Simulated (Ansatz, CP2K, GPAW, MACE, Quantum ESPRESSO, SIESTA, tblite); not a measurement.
# Generalised stacking fault on (110) of a LiCl-LiBr solid solution (56 atoms) in GPAW, part 2 of 2

How do the settings of GPAW change the result for generalised stacking fault on (110) of a LiCl-LiBr solid solution (56 atoms)? A plane-wave run serves as the yardstick.

Program: GPAW 26.7.0; the method stands at each step. Banners, paths, timers and routine set-up lines are dropped from the logs unmarked, and long logs keep their key lines alone; longer cuts are marked.

So far. Step 2 (PBE, LCAO dzp, h 0.2 Å): Forces lie 16 % from the reference's, at 0.15 times its CPU time (on 1 against 2 cores). Step 3 (revPBE, LCAO dzp, h 0.2 Å): Against the first run (16 %), the force difference from the reference is 19 %, at 1.0 times the CPU time; the model has changed, so this is no error of the program alone.

**4. PBE, LCAO dzp, h 0.2 Å, other mixer settings**

Method: Kohn-Sham DFT, PBE, PAW, atomic orbitals (dzp).

File run.py:

```python
import numpy as np
from ase.io import read
from gpaw import GPAW, FermiDirac, Mixer

atoms = read("structure.xyz")
atoms.calc = GPAW(
    mode="lcao",
    basis="dzp",
    h=0.2,
    xc="PBE",
    kpts={"size": (1, 1, 1), "gamma": True},
    occupations=FermiDirac(0.05),
    mixer=Mixer(0.03, 7, 100),
    maxiter=200,
    symmetry={"point_group": False},
    txt="gpaw.txt",
)
energy = atoms.get_potential_energy(force_consistent=True)
forces = atoms.get_forces()
print(f"energy {energy:.6f} eV")
print("forces (eV/A)")
for i, (a, f) in enumerate(zip(atoms, forces)):
    print(f"{i:4d} {a.symbol:2s} {f[0]:10.5f} {f[1]:10.5f} {f[2]:10.5f}")
print(f"Fermi level {atoms.calc.get_fermi_level():.4f} eV")
for k in range(len(atoms.calc.get_ibz_k_points())):
    for s in range(atoms.calc.get_number_of_spins()):
        e = atoms.calc.get_eigenvalues(kpt=k, spin=s)
        n = np.searchsorted(e, atoms.calc.get_fermi_level())
        print(f"k {k} spin {s} levels about the Fermi level:", np.round(e[max(n - 6, 0):n], 4).tolist(), "|", np.round(e[n:n + 6], 4).tolist())
```

File structure.xyz:

```xyz
56
Lattice="7.44767 0.00000 0.00000 0.00000 5.26630 0.00000 2.17226 0.00000 26.26686" Properties=species:S:1:pos:R:3 pbc="T T T"
[... 56 atom lines left out: the same atoms as in the first run ...]
```

Run with:

```bash
$ OMP_NUM_THREADS=1 python run.py > output.txt
```

Log:

```text
energy -190.741799 eV
forces (eV/A)
   0 Li   -0.35444    0.00518   -2.97802
   1 Br    0.38740    0.02299    2.73972
   2 Li    0.06387    0.01021    0.10684
   3 Cl   -0.06734   -0.03614    0.07939
   4 Li   -0.20484    0.00018   -0.20615
   5 Cl    0.09870    0.05837   -0.03397
   6 Li   -0.17346   -0.04915    0.17475
   7 Cl   -0.06966   -0.02852   -0.07429
   8 Li   -0.08780    0.00052    0.02972
   9 Cl   -0.04350   -0.02955    0.04708
  10 Li   -0.07945    0.00214    0.00010
  11 Cl   -0.07846   -0.00782   -0.02253
  12 Li   -0.03922   -0.02742    0.05713
  13 Cl    0.03969    0.07184    0.13255
  14 Li   -0.43545   -0.05158   -3.56917
  15 Br    0.50244   -0.04718    3.49228
  16 Li   -0.02460    0.04940    0.17222
  17 Cl    0.06728    0.00034    0.07061
  18 Li    0.15220   -0.06559   -0.20748
  19 Br   -0.05395   -0.07300    0.05106
  20 Li    0.17588    0.10066    0.17577
  21 Cl    0.03864   -0.03892   -0.05446
  22 Li    0.07639    0.00375   -0.00039
  23 Cl    0.03280   -0.02416    0.04972
[...]
48 Li    0.02467    0.00884    0.29737
  49 Cl   -0.01419    0.00688   -0.03284
  50 Li    0.16054   -0.00084   -0.13152
  51 Br   -0.00133    0.05363    0.03130
  52 Li    0.38480    0.01162   -0.02908
  53 Br    0.04841    0.05019    0.01407
  54 Li    0.31919    0.02856    0.15674
  55 Br   -0.41445   -0.01669   -2.58755
Fermi level 3.6652 eV
k 0 spin 0 levels about the Fermi level: [0.7416, 0.7452, 0.8425, 0.9621, 1.124, 1.319] | [6.4869, 6.924, 6.9703, 7.8556, 7.8758, 7.9202]
```

gpaw.txt:

```text
Input parameters:
  mode=LCAO(),
  basis={'default': 'dzp'},
  h=0.2,
  kpts=MonkhorstPack(size=(1, 1, 1), gamma=True),
  maxiter=200,
  mixer=Pulay(name='pulay', nmaxold=7, beta=0.03, weight=100, sigma=0.015, g_ss=None),
  occupations=Occupations(name='fermi-dirac', width=0.05, fixmagmom=False),
  symmetry=Symmetry(point_group=False),
  xc=XC(name='PBE')
Unit cell  # Å
[... lines left out ...]
  Fermi-Dirac:
[... lines left out ...]
convergence criteria:
- Maximum [total energy] change in last 3 cyles: 0.0005 eV / valence electron
[... lines left out ...]
Converged in 11 steps
[... lines left out ...]
  Free energy:    -190.741799
  Extrapolated:   -190.741799
dipole moment: (26.774032, -57.735749, 170.583239)  # |e|*Ang
Fermi level: 3.665
Eigenvalues  # (at kpt = [0.000, 0.000, 0.000])
| band index |      eig [eV] | occ [0-2] |
|------------|---------------|-----------|
|          0 |       -12.704 |     2.000 |
|        ... |               |           |
|        104 |         0.685 |     2.000 |
|        105 |         0.721 |     2.000 |
[...]
|        119 |         8.031 |     0.000 |
|        ... |               |           |
|        138 |         9.433 |     0.000 |
Gap: 5.168 eV
Transition (v -> c):
  (s=0, k=0, n=111, [0.00, 0.00, 0.00]) -> (s=0, k=0, n=112, [0.00, 0.00, 0.00])
No difference between direct/indirect transitions
Force computation time: 14.027  # s
timing:  # [seconds]
  Total:  88.723  # ━━━━━━━━━━━━━━━━━━━━━━━━━━━━━━━━━━━━━━━━━━━━━━━━━━━━━━━━━
  Init:    6.742  # ━━━━╸
  SCF:    67.915  # ━━━━━━━━━━━━━━━━━━━━━━━━━━━━━━━━━━━━━━━━━━━╸
  Forces: 14.027  # ━━━━━━━━━
```

Wall time 90 s (1 thread of Arm Neoverse V1, shared host); peak memory 0.95 GiB.

Numbers from this run, and their distance from the reference:

```yaml
r_m_s_force_component: 0.5978 eV/Å
r_m_s_difference_of_force_components: 83.98 meV/Å
longest_difference_of_force_vectors: 468.5 meV/Å
force_difference_over_r_m_s_force: 16.29 %
slope_of_forces_against_the_reference_s: 1.159
correlation_of_force_components: 0.9995
spacing_of_highest_filled_and_lowest_empty_level: 5.168 eV
gap_difference: -0.085 eV
energy_less_the_same_level_run_s: 0 meV/atom
r_m_s_force_difference_from_the_same_level_run: 1.513 meV/Å
```

Against the first run (16 %), the force difference from the reference is 16 %, at 1.3 times the CPU time: another solver or mixer reaches the same state.

**5. All runs compared**

Differences are against the plane-wave reference, forces as r.m.s. over components; share is that over the reference's r.m.s. force, slope the least-squares factor from reference forces to these. Total energies of different programs have different zeros and aren't compared.

```csv
run,"Δ force, r.m.s. (meV/Å)",share (%),slope,Δ gap (eV),cores,CPU time,memory (GiB)
reference,-,-,-,-,2,7.9 min,2.0
"GPAW PBE, LCAO dzp, h 0.2 Å",83.6,16.2,1.158,-0.0856,1,71 s,1.0
"GPAW revPBE, LCAO dzp, h 0.2 Å",100,19.5,1.191,0.116,1,71 s,1.0
"GPAW PBE, LCAO dzp, h 0.2 Å, other mixer settings",84.0,16.3,1.159,-0.085,1,90 s,0.95
```

CPU time is summed over cores on a shared host, where runs went side by side, so it is rough. Symmetry, cutoffs, thresholds, outputs and thread counts weren't matched or tuned between programs; memory under MPI is the largest rank's times the ranks.

Within one program, basis, potentials and functional, energies share a zero. Each run against its twin at the usual cutoff or grid and solver:

```
                                              run               twin  Δ energy (meV/atom)  Δ force, r.m.s. (meV/Å)  CPU time over the twin's
GPAW PBE, LCAO dzp, h 0.2 Å, other mixer settings  LCAO dzp, h 0.2 Å                    0                     1.51                       1.3
```

**6. Results**

| Quantity | Value |
| --- | --- |
| nearest in forces | a tie at 16 % of 2 runs: GPAW PBE, LCAO dzp, h 0.2 Å; GPAW PBE, LCAO dzp, h 0.2 Å, other mixer settings |

What this shows: The PBE runs in local orbitals differ by 16 % in each run; basis, grid and potentials can all enter. Rows with another functional or a dispersion term differ by 19 % (GPAW revPBE, LCAO dzp, h 0.2 Å), which mixes the change of model with differences of basis and potentials. Of the electronic-structure runs that take under half the reference's CPU time, GPAW PBE, LCAO dzp, h 0.2 Å is among the nearest, at 16 % in 71 s against 7.9 min. GPAW PBE, LCAO dzp, h 0.2 Å, other mixer settings stiffens the forces by a factor of 1.16 while following their directions (correlation 1.000); the slopes of the 3 GPAW runs lie between 1.16 and 1.19. At the same functional, the gap of these runs lies 0.09 eV below the reference's 5.25 eV. These are spacings on the run's k-points, which needn't hold the band edges. The potentials hold different valence shells: 280 electrons in the reference, 224 in GPAW; this bears on time and differences. The cell is under 6 Å thick along one periodic direction, so every atom has periodic images of itself close by, which move with it and show among its neighbours and in g(r). The reference's stress is far from hydrostatic: its diagonal is 3.2, -2.8, 1.7 GPa, compression counted positive. The host structure and its lattice constant were typed by rule, without a check against the phase diagram. The electronic-structure runs sample only Γ, in a cell whose shortest periodic width is 5 Å.

[Also dropped from logs without a mark: logging warnings of Python, and SIESTA's first energy breakdown and zero terms.]

[Logs are printed without paths, hosts, clocks, repeated set-up lines and the standing remarks that a program may print on its own settings, such as how far it seeks lower states.]

[Hosts, paths, dates, database ids (printed as entryN), source tags and the programs' standing remarks are cut or masked in the printed files.]
